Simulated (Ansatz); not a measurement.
The system is Al.

```
Al
1.0
     0.00000    2.02481    2.02481
     2.02481    0.00000    2.02481
     2.02481    2.02481    0.00000
Al
1
Direct
  0.00000 0.00000 0.00000
```

Base run:

- Program: Ansatz 0.2.0
- Functional: BLYP
- Potentials or basis: Ansatz PAW
- Cutoff: 420 eV (not typed: the program's choice for these potentials)
- k mesh: 11 × 11 × 11
- Occupations: fermi-dirac, width 0.05 eV
- Spin: no spin polarisation

Its results: band gap on the k mesh none (metal or under the smearing width); pressure 3.0 GPa.

Q: The run is repeated on the same cell with these changes: functional from BLYP to PBE. What comes out?

A: Band gap on the k mesh none (metal or under the smearing width); pressure -0.4 GPa.

PBE binds more tightly than BLYP, so the same cell stands under less pressure.

Caveats: the PAW data sets come from PBE, with cores solved anew for the run's functional, which leaves a small shift of forces and pressure (some runs).
